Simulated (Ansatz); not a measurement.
Crystal: ScAl3.

```
Sc Al
1.0
     4.08781    0.00000    0.00000
     0.00000    4.08781    0.00000
     0.00000    0.00000    4.08781
Sc Al
1 3
Cartesian
  0.0000 0.0000 0.0000
  2.0439 2.0439 0.0000
  0.0000 2.0439 2.0439
  2.0439 0.0000 2.0439
```

The cell is a database's computed one.

* Program: Ansatz 0.2.0
* Task: relaxation of cell and atoms
* Functional: BLYP
* Potentials or basis: Ansatz PAW
* Cutoff: 420 eV (not typed: the program's choice for these potentials)
* k mesh: 7 × 7 × 7
* Occupations: fermi-dirac, width 0.05 eV
* Spin: no spin polarisation

At the start: volume 17.08 Å³/atom.

Q: Where does the relaxation end?

A: It ends after 5 steps and the volume is 17.86 Å³/atom (+4.6 %); space group Pm-3m (No. 221, to 0.05 Å).

The path:
```
step  energy change (eV)  largest force (eV/Å)  volume (Å³)
   1              0.0000                0.0000        68.31
   2             -0.0223                0.0000        73.37
   3             -0.0344                0.0000        71.60
   4             -0.0345                0.0000        71.45
   5             -0.0360                0.0000        71.45
```

Final structure:
```xyz
4
Lattice="4.1496 0.0000 0.0000 0.0000 4.1496 0.0000 0.0000 0.0000 4.1496" Properties=species:S:1:pos:R:3 pbc="T T T"
Sc    0.0000    0.0000    0.0000
Al    2.0748    2.0748    0.0000
Al    0.0000    2.0748    2.0748
Al    2.0748    0.0000    2.0748
```

Caveat: the plane-wave basis is chosen anew once the cell has moved, so the energies of steps on either side of that aren't comparable; the PAW data sets come from PBE, with cores solved anew for the run's functional, which leaves a small shift of forces and pressure.
